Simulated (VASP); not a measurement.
# Mg (P6_3/mmc) in VASP: a series of runs, part 2 of 2

VASP 6.6.1.

## (4) Elastic constants, LDA

POSCAR reads:

```
Mg
1.0
    3.2093000000      0.0000000000      0.0000000000
   -1.6046500000      2.7793353284      0.0000000000
    0.0000000000      0.0000000000      5.2103000000
Mg
2
Direct
    0.6666666667      0.3333333333      0.7500000000
    0.3333333333      0.6666666667      0.2500000000
```

INCAR.step1 reads:

```
SYSTEM = Mg
PREC = Accurate
ENCUT = 600
EDIFF = 1E-8
ISMEAR = -1
SIGMA = 0.05
LREAL = .False.
LASPH = .True.
NELM = 80
ALGO = Normal
ISIF = 3
LWAVE = .False.
LCHARG = .False.
GGA = CA
IBRION = 2
NSW = 40
EDIFFG = -0.002
```

INCAR.step2 reads:

```
SYSTEM = Mg
PREC = Accurate
ENCUT = 600
EDIFF = 1E-8
ISMEAR = -1
SIGMA = 0.05
LREAL = .False.
LASPH = .True.
NELM = 80
ALGO = Normal
ISIF = 3
LWAVE = .False.
LCHARG = .False.
GGA = CA
IBRION = 6
NFREE = 2
POTIM = 0.015
NSW = 1
```

KPOINTS reads:

```
Automatic mesh
0
Gamma
  7 7 4
  0 0 0
```

Started as:

```
$ cat potpaw_LDA.64/Mg/POTCAR > POTCAR
$ cp INCAR.step1 INCAR
$ mpirun -np 1 vasp_std > vasp.out
$ cp CONTCAR POSCAR
$ cp INCAR.step2 INCAR
$ mpirun -np 1 vasp_std > vasp.out
```

Run time: 73 s. Hardware: 1 thread of Intel Xeon 6975P-C (Granite Rapids), shared host; peak memory 0.21 GiB.

Results (log left out):

```
Relaxed volume                         : 21.61 Å³/atom
Relaxed cell                           : a = 3.080 Å, b = 3.080 Å, c = 5.263 Å, α = 90.00°, β = 90.00°, γ = 120.00°
Space group after relaxing (to 0.05 Å) : P6_3/mmc (No. 194)
Voigt bulk modulus                     : 41 GPa
Highest phonon frequency at Γ          : 251 cm⁻¹
```

Step by step:
```csv
step,energy change (eV),largest force (eV/Å),pressure (GPa),volume (Å³)
1,0.0000,0.0000,-2.62,46.47
2,-0.0350,0.0000,-0.76,43.96
3,-0.0386,0.0000,0.10,43.03
4,-0.0386,0.0000,0.22,42.90
5,-0.0400,0.0000,0.12,43.03
6,-0.0412,0.0000,-0.16,43.43
7,-0.0415,0.0000,-0.05,43.26
8,-0.0416,0.0000,-0.08,43.31
9,-0.0416,0.0000,-0.09,43.32
10,-0.0416,0.0000,0.01,43.21
11,-0.0416,0.0000,-0.02,43.24
12,-0.0416,0.0000,0.00,43.23
```

Final structure:
```cif
data_structure
_symmetry_space_group_name_H-M 'P 1'
_symmetry_Int_Tables_number 1
_cell_length_a 3.0797
_cell_length_b 3.0797
_cell_length_c 5.2626
_cell_angle_alpha 90.000
_cell_angle_beta 90.000
_cell_angle_gamma 120.000
_cell_volume 43.23
loop_
_atom_site_label
_atom_site_type_symbol
_atom_site_fract_x
_atom_site_fract_y
_atom_site_fract_z
_atom_site_occupancy
Mg1 Mg 0.66667 0.33333 0.75000 1
Mg2 Mg 0.33333 0.66667 0.25000 1
```

Phonon frequencies in cm⁻¹ (negative: imaginary):
```csv
q point,frequencies
"(0.000, 0.000, 0.000)",0 0 0 114 114 251
```

Elastic tensor in Voigt notation (GPa, in the Cartesian axes of the cell as first typed):
```
72 50  8  0  0  0
50 72  8  0  0  0
 8  8 90  0  0  0
 0  0  0 10  0  0
 0  0  0  0 10  0
 0  0  0  0  0 11
```

Clamped-ion elastic tensor (GPa):
```
73 50  8  0  0  0
50 73  8  0  0  0
 8  8 90  0  0  0
 0  0  0 10  0  0
 0  0  0  0 10  0
 0  0  0  0  0 11
```

## (5) Phonons, PBE

POSCAR is that of step 4.

INCAR.step1 reads:

```
ALGO     = Fast           # electronic algorithm
EDIFF    = 1E-8           # SCF threshold, eV
EDIFFG   = -0.002         # ionic threshold
ENCUT    = 600            # plane-wave cutoff, eV
GGA      = PE             # functional
IBRION   = 2              # ionic algorithm
ISIF     = 3              # what is computed and relaxed
ISMEAR   = -1             # smearing method
LASPH    = True           # aspherical terms in the spheres
LCHARG   = False          # write CHGCAR
LREAL    = False          # projectors in reciprocal space
LWAVE    = False          # write WAVECAR
NELM     = 100            # most SCF steps
NSW      = 40             # ionic steps
PREC     = Accurate       # precision mode
SIGMA    = 0.05           # smearing width, eV
```

INCAR.step2 reads:

```
ALGO     = Fast           # electronic algorithm
EDIFF    = 1E-8           # SCF threshold, eV
ENCUT    = 600            # plane-wave cutoff, eV
GGA      = PE             # functional
IBRION   = 8              # ionic algorithm
ISIF     = 2              # what is computed and relaxed
ISMEAR   = -1             # smearing method
LASPH    = True           # aspherical terms in the spheres
LCHARG   = False          # write CHGCAR
LREAL    = False          # projectors in reciprocal space
LWAVE    = False          # write WAVECAR
NELM     = 100            # most SCF steps
NSW      = 1              # ionic steps
PREC     = Accurate       # precision mode
SIGMA    = 0.05           # smearing width, eV
```

KPOINTS reads:

```
k-points
0
Gamma
  7 7 4
```

Potentials or basis: VASP PAW PBE potentials, release 64 (Mg).

Started as:

```
$ cat potpaw_PBE.64/Mg/POTCAR > POTCAR
$ cp INCAR.step1 INCAR
$ mpirun -np 1 vasp_std > vasp.out
$ cp CONTCAR POSCAR
$ cp INCAR.step2 INCAR
$ mpirun -np 1 vasp_std > vasp.out
```

OUTCAR:

```text
EDIFF = 1E-8
   ENCUT = 600
   GGA = PE
   IBRION = 8
   ISIF = 2
   ISMEAR = -1
   LASPH = True
   LREAL = False
   NELM = 100
   NSW = 1
   PREC = Accurate

 ion  position               nearest neighbor table
   1  0.667  0.333  0.750-   2 3.24   2 3.24   2 3.24   2 3.24   2 3.24   2 3.24
   2  0.333  0.667  0.250-   1 3.24   1 3.24   1 3.24   1 3.24   1 3.24   1 3.24

  LATTYP: Found a hexagonal cell.
 ALAT       =     3.1456974670
 C/A-ratio  =     1.7096861428

  Lattice vectors:

 A1 = (   3.1456974670,   0.0000000000,   0.0000000000)
 A2 = (  -1.5728487335,   2.7242539190,   0.0000000000)
 A3 = (   0.0000000000,   0.0000000000,   5.3781553686)

Analysis of symmetry for initial positions (statically):
=====================================================================
 Subroutine PRICEL returns:
 Original cell was already a primitive cell.

 Routine SETGRP: Setting up the symmetry group for a
 hexagonal supercell.

 Subroutine GETGRP returns: Found 24 space group operations
 (whereof 12 operations were pure point group operations)
 out of a pool of 24 trial point group operations.

The static configuration has the point symmetry D_3d.
 The point group associated with its full space group is D_6h.

Analysis of symmetry for dynamics (positions and initial velocities):
=====================================================================
 Subroutine PRICEL returns:
 Original cell was already a primitive cell.

 Routine SETGRP: Setting up the symmetry group for a
 hexagonal supercell.

 Subroutine GETGRP returns: Found 24 space group operations
 (whereof 12 operations were pure point group operations)
 out of a pool of 24 trial point group operations.

The dynamic configuration has the point symmetry D_3d.
 The point group associated with its full space group is D_6h.

 Subroutine INISYM returns: Found 24 space group operations
 (whereof 12 operations are pure point group operations),
 and found     1 'primitive' translations

----------------------------------------------------------------------------------------

                                     Primitive cell

  volume of cell :      46.0891

  direct lattice vectors                    reciprocal lattice vectors
     3.145697467  0.000000000  0.000000000     0.317894524  0.183536489  0.000000000
    -1.572848733  2.724253919  0.000000000     0.000000000  0.367072978  0.000000000
     0.000000000  0.000000000  5.378155369     0.000000000  0.000000000  0.185937358

  length of vectors
     3.145697467  3.145697467  5.378155369     0.367072978  0.367072978  0.185937358

  position of ions in fractional coordinates (direct lattice)
[... 142 lines left out ...]
      4      13.9075      0.00000
      5      14.0818      0.00000
      6      14.0835      0.00000
[... 199 lines left out ...]
 k-point    24 :       0.2857    0.2857    0.5000
  band No.  band energies     occupation
      1       1.7433      2.00000
      2       1.7433      2.00000
      3       4.1643      0.00000
      4       4.1643      0.00000
      5       5.0982      0.00000
      6       5.0982      0.00000

------------------------ aborting loop because EDIFF is reached ----------------------------------------

  FORCE on cell =-STRESS in cart. coord.  units (eV):
  Direction    XX          YY          ZZ          XY          YZ          ZX
  --------------------------------------------------------------------------------------
  -------------------------------------------------------------------------------------
  Total        0.0009798      0.0009798      0.0007464      0.0000000      0.0000000      0.0000000
  in kB        0.0340597      0.0340597      0.0259457      0.0000000      0.0000000      0.0000000
  external PRESSURE =       0.0313550 kB  Pullay stress =       0.0000000 kB

 VOLUME and BASIS-vectors are now :
 -----------------------------------------------------------------------------
  energy-cutoff  :      600.00
  volume of cell :       46.09
      direct lattice vectors                 reciprocal lattice vectors
     3.145697467  0.000000000  0.000000000     0.317894524  0.183536489  0.000000000
    -1.572848733  2.724253919  0.000000000     0.000000000  0.367072978  0.000000000
     0.000000000  0.000000000  5.378155369     0.000000000  0.000000000  0.185937358

 POSITION                                       TOTAL-FORCE (eV/Angst)
 -----------------------------------------------------------------------------------
      1.57285      0.90808      4.03362         0.000000     -0.000000      0.000000
     -0.00000      1.81617      1.34454        -0.000000      0.000000      0.000000
 -----------------------------------------------------------------------------------
    total drift:                                0.000000     -0.000000      0.000000

  FREE ENERGIE OF THE ION-ELECTRON SYSTEM (eV)
  ---------------------------------------------------
  free  energy   TOTEN  =        -3.0494374527 eV

  energy  without entropy=       -3.0426475016  energy(sigma->0) =       -3.04604248

[... ionic steps 2 to 3 ...]

--------------------------------------- Ionic step        4  -------------------------------------------

------------------------ aborting loop because EDIFF is reached ----------------------------------------

[... ionic steps 5 to 5 ...]

--------------------------------------- Ionic step        6  -------------------------------------------

 Free energy of the ion-electron system (eV)
  ---------------------------------------------------
  ---------------------------------------------------
  free energy    TOTEN  =        -0.00397723 eV

  energy without entropy =       -0.00397723

------------------------ aborting loop because EDIFF is reached ----------------------------------------

 INTERNAL STRAIN TENSOR  FOR ION    1  DIRECTION 3   (eV/Angst):
 -----------------------------------------------------------------------------
     0.00155  0.00000  0.00000
    -0.00000  0.00155 -0.00000
     0.00000  0.00000 -0.00405

 INTERNAL STRAIN TENSOR FOR ION    2 for displacements in x,y,z  (eV/Angst):
          X           Y           Z          XY          YZ          ZX
  --------------------------------------------------------------------------------
  x     0.00000     0.00000     0.00000    -0.17670     0.00000     0.00000
  y    -0.17670     0.17670     0.00000     0.00000     0.00000     0.00000
  z     0.00000    -0.00000     0.00000     0.00000     0.00000     0.00000

 SECOND DERIVATIVES (NOT SYMMETRIZED)
 ------------------------------------
               1X          1Y          1Z          2X          2Y          2Z
  1X    -0.539549    0.000000    0.000000    0.539549    0.000000    0.000000
  1Y     0.000000   -0.539549    0.000000    0.000000    0.539549    0.000000
  1Z     0.000000    0.000000   -2.559558   -0.000000    0.000000    2.559558
  2X     0.539549    0.000000    0.000000   -0.539549    0.000000    0.000000
  2Y     0.000000    0.539549    0.000000    0.000000   -0.539549    0.000000
  2Z    -0.000000    0.000000    2.559558    0.000000    0.000000   -2.559558

 Eigenvectors and eigenvalues of the dynamical matrix
 ----------------------------------------------------

   1 f  =    7.174645 THz    45.079625 2PiTHz  239.320404 cm-1    29.671935 meV
             X         Y         Z           dx          dy          dz
      1.572849  0.908085  4.033617     0.000000   -0.000000    0.707107
     -0.000000  1.816169  1.344539    -0.000000    0.000000   -0.707107
[... 16 lines left out ...]
   5 f  =    0.000000 THz     0.000000 2PiTHz    0.000001 cm-1     0.000000 meV
             X         Y         Z           dx          dy          dz
      1.572849  0.908085  4.033617     0.238643    0.446928   -0.493260
     -0.000000  1.816169  1.344539     0.238643    0.446928   -0.493260

   6 f/i=    0.000000 THz     0.000000 2PiTHz    0.000001 cm-1     0.000000 meV
             X         Y         Z           dx          dy          dz
      1.572849  0.908085  4.033617     0.654806   -0.251703    0.088741
     -0.000000  1.816169  1.344539     0.654806   -0.251703    0.088741

--------------------------------------------------------------------------------------------------------

 ELASTIC MODULI CONTR FROM IONIC RELAXATION (kBar)
 Direction    XX          YY          ZZ          XY          YZ          ZX
 --------------------------------------------------------------------------------
 XX          -2.0117      2.0117      0.0000      0.0000      0.0000      0.0000
 YY           2.0117     -2.0117     -0.0000     -0.0000      0.0000      0.0000
 ZZ           0.0000     -0.0000     -0.0000     -0.0000      0.0000      0.0000
 XY           0.0000     -0.0000     -0.0000     -2.0117      0.0000      0.0000
 YZ           0.0000      0.0000      0.0000      0.0000      0.0000      0.0000
 ZX           0.0000      0.0000      0.0000      0.0000      0.0000      0.0000
 --------------------------------------------------------------------------------
```

Wall time 63 s (1 thread of Intel Xeon 6975P-C (Granite Rapids), shared host); peak memory 0.24 GiB.

What came out:

| Property | Result |
| --- | --- |
| Relaxed volume | 23.04 Å³/atom |
| Relaxed cell | a = 3.146 Å, b = 3.146 Å, c = 5.378 Å, α = 90.00°, β = 90.00°, γ = 120.00° |
| Space group after relaxing (to 0.05 Å) | P6_3/mmc (No. 194) |
| Highest phonon frequency at Γ | 239 cm⁻¹ |

The path:
```tsv
step	energy change (eV)	largest force (eV/Å)	pressure (GPa)	volume (Å³)
1	0.0000	0.0000	-0.37	46.47
2	-0.0081	0.0000	-0.10	46.11
3	-0.0111	0.0000	0.17	45.81
4	-0.0088	0.0000	0.81	45.19
5	-0.0120	0.0000	0.33	45.65
6	-0.0121	0.0000	0.49	45.49
7	-0.0122	0.0000	0.43	45.55
8	-0.0130	0.0000	0.05	46.03
9	-0.0130	0.0000	0.03	46.06
10	-0.0130	0.0000	0.00	46.09
```

Final structure:
```xyz
2
Lattice="3.1457 0.0000 0.0000 -1.5728 2.7243 0.0000 0.0000 0.0000 5.3782" Properties=species:S:1:pos:R:3 pbc="T T T"
Mg    1.5728    0.9081    4.0336
Mg    0.0000    1.8162    1.3445
```

Phonon frequencies in cm⁻¹ (negative: imaginary):
```
              q point        frequencies
(0.000, 0.000, 0.000)  0 0 0 110 110 239
```

## (6) The reference run

An earlier run on the cell as given: functional PBE; potentials or basis VASP PAW PBE potentials, release 64 (Mg); cutoff 520 eV; k mesh 10 × 10 × 5; occupations fermi-dirac, width 0.05 eV; no spin polarisation.

- Pressure: -0.5 GPa
- Band gap on the k mesh: none (metal or under the smearing width)
